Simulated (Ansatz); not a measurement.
# Hf8C: the cost of one run

Method: DFT PBE, scalar-relativistic, plane waves, PAW, in Ansatz 0.2.0.

4 further runs of the same task are left out: 1 that didn't finish, 3 set aside as unsound or not needed.

## Step 1: The structure to begin with

The structure is monoclinic, space group Pm (No. 6). The conventional cell has a = 5.068 Å, b = 6.410 Å, c = 18.950 Å, α = 90.00°, β = 90.00°, γ = 90.00°. Hf (site symmetry m) has 8 Hf at 3.01 to 3.20 Å as nearest neighbours. Around Hf (site symmetry 1) lie 10 Hf at 2.99 to 3.20 Å. Around Hf (site symmetry 1) lie 1 C at 2.67 Å and 10 Hf at 3.01 to 3.20 Å. Around Hf (site symmetry m) lie 1 C at 2.22 Å. Hf (site symmetry m) has 8 Hf at 2.99 to 3.20 Å as nearest neighbours. Around C (site symmetry m) lie 3 Hf at 2.22 to 2.67 Å.

Structure file:

```cif
data_structure
_symmetry_space_group_name_H-M 'Pm'
_symmetry_Int_Tables_number 6
_cell_length_a 5.0677
_cell_length_b 6.4096
_cell_length_c 18.9501
_cell_angle_alpha 90.000
_cell_angle_beta 90.000
_cell_angle_gamma 90.000
_cell_volume 615.54
loop_
_atom_site_label
_atom_site_type_symbol
_atom_site_symmetry_multiplicity
_atom_site_Wyckoff_symbol
_atom_site_fract_x
_atom_site_fract_y
_atom_site_fract_z
_atom_site_occupancy
Hf1 Hf 1 a 0.25000 0.00000 0.78892 1
Hf2 Hf 1 b 0.25000 0.50000 0.78892 1
Hf3 Hf 2 c 0.75000 0.75000 0.74010 1
Hf4 Hf 2 c 0.25000 0.75000 0.65447 1
Hf5 Hf 1 a 0.75000 0.00000 0.60686 1
Hf6 Hf 1 b 0.75000 0.50000 0.60686 1
C1 C 1 a 0.37500 0.00000 0.54670 1
```

This is the geometry of the first run shown, built on a cell relaxed beforehand with the same method.

## Step 2: Plan of the line

Atoms count from 1 in the order of the input.

C is moved over the surface cell; relaxed at each place: the height of the adsorbate's atoms; substrate rigid; the origin of the map has the adsorbate above Hf7.

First coordinate, position of C9 along the first surface vector, from above Hf7: 8 values from 0.000 to 0.875, periodic. Second coordinate, position of C9 along the second surface vector, from above Hf7: 8 values from 0.000 to 0.875, periodic.

Relaxed at each point: the height of the adsorbate's atoms; substrate rigid. Points are written as (first, second).

The two vectors of the plane (Å): (3.205, 0.000, 0.000); (0.000, 5.068, 0.000).

## Step 3: Point (0/8, 3/8) of the map's two axes

File input.yaml:

```yaml
crystal:
  lattice:
    - [6.4096340743, 0.0, 0.0]
    - [0.0, 5.0676933206, 0.0]
    - [0.0, 0.0, 18.9500687204]
  atoms:
    - { symbol: Hf, position: [0.0, 0.75, 0.2110810287] }
    - { symbol: Hf, position: [0.5, 0.75, 0.2110810287] }
    - { symbol: Hf, position: [0.25, 0.25, 0.2599014843] }
    - { symbol: Hf, position: [0.75, 0.25, 0.2599014843] }
    - { symbol: Hf, position: [0.25, 0.75, 0.3455348617] }
    - { symbol: Hf, position: [0.75, 0.75, 0.3455348617] }
    - { symbol: Hf, position: [0.0, 0.25, 0.3931420424] }
    - { symbol: Hf, position: [0.5, 0.25, 0.3931420424] }
    - { symbol: C, position: [0.0, 0.625, 0.4533001356] }
basis:
  ecutwfc: 420
kpoints:
  mp_grid: { grid: [4, 5, 1] }
hamiltonian:
  xc: pbe
scf:
  occupations: { method: gaussian, width: 0.1 }
output:
  forces: true
  eigenvalues: true
relax:
  adjacent_minimum: "off"
  f_tol: 0.025
  max_steps: 16
  constraints: [{ sites: [0, 1, 2, 3, 4, 5, 6, 7] }, { sites: [8], fix: xy }]
efield:
  axis: 3
  dipole_correction: true
  ramp_width: 0.04
```

Command:

```sh
$ ansatz run input.yaml --threads 4 --pin off --max-ram 12288MiB --backend cpu --events-out ev --progress --plain --runs-dir out
```

What time and memory should one allow on 4 threads of Intel Xeon 6975P-C (Granite Rapids), shared host?

About 58 s, with a peak of 2 GiB.
